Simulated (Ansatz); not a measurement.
# Preparing Ga2O3 (C2/m) as a host crystal

Aim: the runs on the perfect crystal Ga2O3 (C2/m) that a defect calculation needs first.

Method: plane-wave PAW DFT, PBE; relaxation of the host's cell and atoms; PAW set soft_1, in the first sound run; inputs show where later runs differ, in Ansatz 0.2.0.

Report form: the programs' logs are mostly left out.

## (1) The structure

Symmetry: C2/m, No. 12, monoclinic system. The conventional cell has a = 12.280 Å, b = 3.048 Å, c = 5.817 Å, α = 90.00°, β = 103.76°, γ = 90.00°. Nearest to Ga lie 6 O at 1.94 to 2.08 Å. Ga has 4 O at 1.84 to 1.87 Å nearest. Nearest to O lie 3 Ga at 1.84 to 1.94 Å. O has 4 Ga at 1.87 to 2.08 Å nearest. Nearest to O lie 3 Ga at 1.84 to 1.95 Å. Farther neighbours and most contacts between anions are not listed.

## (2) Host cell relaxation

Cell and atoms are relaxed together, until forces and stress fall under their thresholds.

cell/input.yaml

```yaml
crystal:
  lattice:
    - [6.1402367, -1.5237837, 0.0]
    - [6.1402367, 1.5237837, 0.0]
    - [-1.3841309, 0.0, 5.6503489]
  atoms:
    - { symbol: Ga, position: [0.3411617, 0.3411617, 0.68526966] }
    - { symbol: Ga, position: [0.6588383, 0.6588383, 0.31473034] }
    - { symbol: Ga, position: [0.9095256, 0.9095256, 0.205214] }
    - { symbol: Ga, position: [0.0904744, 0.0904744, 0.794786] }
    - { symbol: O, position: [0.50353087, 0.50353087, 0.74333591] }
    - { symbol: O, position: [0.49646913, 0.49646913, 0.25666409] }
    - { symbol: O, position: [0.82662894, 0.82662894, 0.43676984] }
    - { symbol: O, position: [0.17337106, 0.17337106, 0.56323016] }
    - { symbol: O, position: [0.16450498, 0.16450498, 0.10915408] }
    - { symbol: O, position: [0.83549502, 0.83549502, 0.89084592] }
basis:
  ecutwfc: 420
  xc_grid: 2
hamiltonian:
  xc: pbe
  pseudopotentials: { kind: paw, azcp: { folder: soft_1 } }
kpoints:
  mp_grid: { grid: [9, 9, 5] }
scf:
  occupations: { method: fixed }
  max_iter: 100
relax:
  f_tol: 0.005
  max_steps: 60
  cell: {}
output:
  forces: true
  stress: true
checkpoint:
  write: "../cell.run"
  compress: false
  write_wavefunctions: false
  write_every: 100000
```

Launch:

```bash
ansatz run input.yaml --threads 32 --pin off --max-ram 84787MiB --backend cuda --events-out ev --progress --plain --runs-dir out --max-vram 78GiB
```

It took 6.5 s on 1 × NVIDIA GB200 with 32 threads of Arm Neoverse V2, shared host; peak memory 1.1 GiB.

The steps of the relaxation:

```tsv
step	energy less that of the first step (eV)	largest force component (eV/Å)	pressure (GPa)	volume (Å³)
1	0.0000	0.1513	6.73	105.73
2	-0.0561	0.0897	2.70	107.97
3	-0.0653	0.0251	0.14	109.44
4	-0.0653	0.0166	-0.02	109.53
5	-0.0654	0.0104	0.00	109.52
6	-0.0654	0.0014	0.00	109.52
7	-0.0780	0.0015	0.19	109.52
8	-0.0778	0.0006	0.01	109.65
9*	-0.0781	0.0007	0.01	109.65
```

Relaxation steps marked * repeat the geometry before them on a plane-wave basis chosen anew for their cell, so energy and pressure can jump there. The log counts 2 steps on a newly chosen plane-wave basis, not all of them marked here; energy and pressure can jump at such steps.

Forces are held to the 4 operations that the run works with; a distortion that breaks them can't arise in this run.

```tsv
cell as run	before	after	change
a (Å)	6.326	6.416	+1.4 %
b (Å)	6.326	6.416	+1.4 %
c (Å)	5.817	5.877	+1.0 %
α (°)	103.35	103.29	-0.1 %
β (°)	103.35	103.29	-0.1 %
γ (°)	27.87	27.81	-0.2 %
volume (Å³/atom)	10.57	10.96	+3.7 %
```

The atoms that moved most (Å, as changes of fractional coordinates times the final cell):

```tsv
atom	dx	dy	dz	length
O10	0.012	0.000	0.000	0.012
O9	-0.012	0.000	0.000	0.012
Ga3	0.007	0.000	0.000	0.007
Ga4	-0.007	0.000	0.000	0.007
O8	0.002	0.000	0.006	0.007
O7	-0.002	0.000	-0.006	0.007
O6	-0.006	0.000	0.000	0.006
O5	0.006	0.000	0.000	0.006
```

This step gave:

| Item | Value |
| --- | --- |
| pressure | 0.007905 GPa |

The relaxation ends with a largest force component of 7.1e-4 eV/Å and a pressure of 0.01 GPa.

## (3) Dielectric tensors of the host

The response to a uniform electric field gives the electronic dielectric tensor.

This step: plane-wave PAW DFPT, PBEsol; dielectric tensors, Born charges and zone-centre modes of the host; PAW set soft_1 (Ansatz 0.2.0).

eps/input.yaml

```yaml
crystal:
  lattice:
    - [6.2279769957, -1.5416103843, 0.0067286595]
    - [6.2279769957, 1.5416103843, 0.0067286595]
    - [-1.397717474, 0.0, 5.7085769685]
  atoms:
    - { symbol: Ga, position: [0.341509018, 0.341509018, 0.6858078912] }
    - { symbol: Ga, position: [0.658490982, 0.658490982, 0.3141921088] }
    - { symbol: Ga, position: [0.9100915468, 0.9100915468, 0.2052625178] }
    - { symbol: Ga, position: [0.0899084532, 0.0899084532, 0.7947374822] }
    - { symbol: O, position: [0.5039999993, 0.5039999993, 0.7433108734] }
    - { symbol: O, position: [0.4960000007, 0.4960000007, 0.2566891266] }
    - { symbol: O, position: [0.8263076162, 0.8263076162, 0.4356701557] }
    - { symbol: O, position: [0.1736923838, 0.1736923838, 0.5643298443] }
    - { symbol: O, position: [0.163495109, 0.163495109, 0.1091574757] }
    - { symbol: O, position: [0.836504891, 0.836504891, 0.8908425243] }
basis:
  ecutwfc: 420
hamiltonian:
  xc: pbesol
  pseudopotentials: { kind: paw, azcp: { folder: soft_1 }, xc_functional: pbe }
kpoints:
  mp_grid: { grid: [8, 8, 4] }
scf:
  occupations: { method: fixed }
  max_iter: 100
phonons:
  method: dfpt
  dielectric: true
  rigid_motions: translations
```

Wall time 26 s (1 × NVIDIA GB200 with 32 threads); peak memory 5.6 GiB.

Electronic dielectric tensor:

```
 4.21  0.00 -0.01
 0.00  4.32  0.00
-0.01  0.00  4.34
```

Static dielectric tensor:

```
11.66  0.00 -0.38
 0.00 12.04  0.00
-0.38  0.00 13.67
```

The principal values of the electronic dielectric tensor are 4.21, 4.32 and 4.34. The principal values of the static dielectric tensor are 11.59, 12.04 and 13.74.

## (4) Defect free supercell relaxed in its symmetry

This cell, the one that will hold the defects, is built from the relaxed host. Its coarser k-points can move the atoms a little, so it is relaxed from the symmetric sites, as the reference for the test of stability.

This step: plane-wave PAW DFT, PBE; relaxation of the defect-free supercell in its symmetry; PAW set soft_1 (Ansatz 0.2.0).

System of this step: Ga2O3 (C2/m). The cell holds 120 atoms: 48 Ga and 72 O. Cell: a = 12.456 Å, b = 9.250 Å, c = 11.754 Å, α = 90.0°, β = 103.7°, γ = 90.0°.

pristine.symmetric/input.yaml

```yaml
crystal:
  lattice:
    - [12.4559539913, 0.0, 0.013457319]
    - [0.0, 9.2496623056, 0.0]
    - [-2.7954349481, 0.0, 11.4171539369]
  atoms:
    - { symbol: Ga, position: [0.341509018, 0.0, 0.3429039456] }
    - { symbol: Ga, position: [0.841509018, 0.1666666667, 0.3429039456] }
    - { symbol: Ga, position: [0.158490982, 0.1666666667, 0.1570960544] }
    - { symbol: Ga, position: [0.658490982, 0.0, 0.1570960544] }
    - { symbol: Ga, position: [0.4100915468, 0.1666666667, 0.1026312589] }
    - { symbol: Ga, position: [0.9100915468, 0.0, 0.1026312589] }
    - { symbol: Ga, position: [0.0899084532, 0.0, 0.3973687411] }
    - { symbol: Ga, position: [0.5899084532, 0.1666666667, 0.3973687411] }
    - { symbol: O, position: [0.0039999993, 0.1666666667, 0.3716554367] }
    - { symbol: O, position: [0.5039999993, 0.0, 0.3716554367] }
    - { symbol: O, position: [0.4960000007, 0.0, 0.1283445633] }
    - { symbol: O, position: [0.9960000007, 0.1666666667, 0.1283445633] }
    - { symbol: O, position: [0.3263076162, 0.1666666667, 0.2178350778] }
    - { symbol: O, position: [0.8263076162, 0.0, 0.2178350778] }
    - { symbol: O, position: [0.1736923838, 0.0, 0.2821649222] }
    - { symbol: O, position: [0.6736923838, 0.1666666667, 0.2821649222] }
    - { symbol: O, position: [0.163495109, 0.0, 0.0545787378] }
    - { symbol: O, position: [0.663495109, 0.1666666667, 0.0545787378] }
    - { symbol: O, position: [0.336504891, 0.1666666667, 0.4454212622] }
    - { symbol: O, position: [0.836504891, 0.0, 0.4454212622] }
    - { symbol: Ga, position: [0.341509018, 0.0, 0.8429039456] }
    - { symbol: Ga, position: [0.841509018, 0.1666666667, 0.8429039456] }
    - { symbol: Ga, position: [0.158490982, 0.1666666667, 0.6570960544] }
    - { symbol: Ga, position: [0.658490982, 0.0, 0.6570960544] }
    - { symbol: Ga, position: [0.4100915468, 0.1666666667, 0.6026312589] }
    - { symbol: Ga, position: [0.9100915468, 0.0, 0.6026312589] }
    - { symbol: Ga, position: [0.0899084532, 0.0, 0.8973687411] }
    - { symbol: Ga, position: [0.5899084532, 0.1666666667, 0.8973687411] }
    - { symbol: O, position: [0.0039999993, 0.1666666667, 0.8716554367] }
    - { symbol: O, position: [0.5039999993, 0.0, 0.8716554367] }
[... 84 atom lines left out ...]
    - { symbol: O, position: [0.1736923838, 0.6666666667, 0.7821649222] }
    - { symbol: O, position: [0.6736923838, 0.8333333333, 0.7821649222] }
    - { symbol: O, position: [0.163495109, 0.6666666667, 0.5545787378] }
    - { symbol: O, position: [0.663495109, 0.8333333333, 0.5545787378] }
    - { symbol: O, position: [0.336504891, 0.8333333333, 0.9454212622] }
    - { symbol: O, position: [0.836504891, 0.6666666667, 0.9454212622] }
basis:
  ecutwfc: 420
  xc_grid: 2
hamiltonian:
  xc: pbe
  pseudopotentials: { kind: paw, azcp: { folder: soft_1 } }
kpoints:
  mp_grid: { grid: [1, 1, 1] }
scf:
  occupations: { method: fermi_dirac, width: 0.01 }
  max_iter: 100
  lower_state_search: "off"
output:
  forces: true
relax:
  f_tol: 0.015
  max_steps: 60
  escape_saddle: false
checkpoint:
  write: "../pristine.symmetric.run"
  compress: false
  write_wavefunctions: false
  write_every: 100000
```

Wall time 2.5 s (1 × NVIDIA GB200 with 32 threads); peak memory 1.2 GiB.

The steps of the relaxation:

```tsv
step	energy less that of the first step (eV)	largest force component (eV/Å)
1	0.0000	0.0265
2	-0.0018	0.0176
3	-0.0029	0.0070
```

Forces are held to the 48 operations that the run works with; a distortion that breaks them can't arise in this run.

## (5) Defect free supercell relaxed from displaced atoms

This step: plane-wave PAW DFT, PBE; relaxation of the defect-free supercell from random displacements, a test of the host's stability; PAW set soft_1 (Ansatz 0.2.0).

pristine.rattled/input.yaml, as its differences from pristine.symmetric/input.yaml of step 4:

```diff
@@ -59,6 +59,6 @@
   f_tol: 0.015
-  max_steps: 60
-  escape_saddle: false
+  max_steps: 120
+  random_displacement: { amplitude: 0.06, seed: 9842 }
 checkpoint:
-  write: "../pristine.symmetric.run"
+  write: "../pristine.rattled.run"
   compress: false
```

Run time: 3.8 s. Hardware: 1 × NVIDIA GB200 with 32 threads; peak memory 1.2 GiB; 15 s of CPU time.

Step by step:

```tsv
step	energy less that of the first step (eV)	largest force component (eV/Å)
1	0.0000	2.5414
2	-2.4139	1.3593
3	-3.5418	0.0380
4	-3.5418	0.0382
5	-3.5438	0.0019
```

The relaxation ends 30 meV an atom lower than the displaced start, with a largest force component of 0.0019 eV/Å.

## (6) Host on a dense mesh

This step: plane-wave PAW DFT, PBE; single point of the defect-free host, a test of the k-point sampling; PAW set soft_1 (Ansatz 0.2.0).

System of this step: Ga2O3 (C2/m). It takes space group C2/m (No. 12, monoclinic). Conventional cell: a = 12.456 Å, b = 3.083 Å, c = 5.877 Å, α = 90.00°, β = 103.70°, γ = 90.00°. Nearest to Ga lie 6 O at 1.97 to 2.11 Å. Ga has 4 O at 1.86 to 1.90 Å nearest. O has 3 Ga at 1.86 to 1.97 Å nearest. O has 4 Ga at 1.90 to 2.11 Å nearest. O has 3 Ga at 1.86 to 1.97 Å nearest. Farther neighbours and most contacts between anions are not listed.

dense/input.yaml, as its differences from eps/input.yaml of step 3:

```diff
@@ -18,13 +18,16 @@
   ecutwfc: 420
+  xc_grid: 2
 hamiltonian:
-  xc: pbesol
-  pseudopotentials: { kind: paw, azcp: { folder: soft_1 }, xc_functional: pbe }
+  xc: pbe
+  pseudopotentials: { kind: paw, azcp: { folder: soft_1 } }
 kpoints:
-  mp_grid: { grid: [8, 8, 4] }
+  mp_grid: { grid: [9, 9, 5] }
 scf:
-  occupations: { method: fixed }
+  occupations: { method: fermi_dirac, width: 0.01 }
   max_iter: 100
-phonons:
-  method: dfpt
-  dielectric: true
-  rigid_motions: translations
+  lower_state_search: "off"
+checkpoint:
+  write: "../dense.run"
+  compress: false
+  write_wavefunctions: false
+  write_every: 100000
```

The job ended after 1.9 s (1 × NVIDIA GB200 with 32 threads; peak memory 1 GiB).

## (7) Defect free supercell at the zone centre

The supercell is run at the zone centre, to see how far that sampling misses the dense mesh.

System of this step: Ga2O3 (C2/m). The cell holds 120 atoms: 48 Ga and 72 O. Cell: a = 12.456 Å, b = 9.250 Å, c = 11.754 Å, α = 90.0°, β = 103.7°, γ = 90.0°.

pristine.sampling_gamma/input.yaml, as its differences from pristine.rattled/input.yaml of step 5:

```diff
@@ -55,10 +55,4 @@
   lower_state_search: "off"
-output:
-  forces: true
-relax:
-  f_tol: 0.015
-  max_steps: 120
-  random_displacement: { amplitude: 0.06, seed: 9842 }
 checkpoint:
-  write: "../pristine.rattled.run"
+  write: "../pristine.sampling_gamma.run"
   compress: false
```

Wall time 1.4 s (1 × NVIDIA GB200 with 32 threads); peak memory 1.2 GiB.

## (8) Defect free supercell at the quarter point

The supercell is run at one point off the zone centre, to see how far that sampling misses the dense mesh.

pristine.sampling_quarter/input.yaml, as its differences from pristine.sampling_gamma/input.yaml of step 7:

```diff
@@ -50,3 +50,3 @@
 kpoints:
-  mp_grid: { grid: [1, 1, 1] }
+  mp_grid: { grid: [1, 1, 1], shift: [0.25, 0.25, 0.25] }
 scf:
@@ -56,3 +56,3 @@
 checkpoint:
-  write: "../pristine.sampling_gamma.run"
+  write: "../pristine.sampling_quarter.run"
   compress: false
```

Elapsed: 1.5 s, on 1 × NVIDIA GB200 with 32 threads; peak memory 1.4 GiB; 3.9 s of CPU time.

## (9) Outcome

```json
{
  "primitive cell vectors, lengths": "6.416, 6.416, 5.877 Å",
  "electronic dielectric constant": "principal values (4.21, 4.32, 4.34)",
  "static dielectric constant": "principal values (11.59, 12.04, 13.74)",
  "gap on the k-mesh of the response run (PBEsol)": "1.93 eV",
  "supercell relaxed in its symmetry less the displaced and relaxed one": "0.000 eV",
  "energy an atom at the zone centre alone less that on the dense mesh": "0.014 eV",
  "energy an atom at one point at (¼, ¼, ¼) less that on the dense mesh": "0.000 eV"
}
```

In words: Step 4: First to last step the energy falls by 0.003 eV; the largest move, 0.006 Å, is that of O37 and 23 other atoms alike. Step 5: The energy fell by 3.544 eV from the randomly displaced start; against the sites as typed, O59 ends farthest off, by 0.01 Å, once the mean shift is taken out. The displaced cell ends within 0.01 eV of the symmetric one relaxed in its symmetry, so no lower structure shows in this supercell. The k-mesh can miss the band edges, so this gap is an upper bound at this level. All at zero temperature.

[Logs are printed without paths, hosts, clocks, repeated set-up lines and the standing remarks that a program may print on its own settings, such as how far it seeks lower states.]

[Hosts, paths, dates, database ids (printed as entryN), source tags and the programs' standing remarks are cut or masked in the printed files.]

[Runs of the host that timed out are not shown.]

[For some hosts the program warned that the k-mesh of the response run may be too coarse for force constants and the static dielectric constant; such warnings are not always shown.]

[The program warned that the k-mesh of a response run behind this text may be too coarse: force constants, and the static dielectric constant and all else formed from them, are not shown converged.]
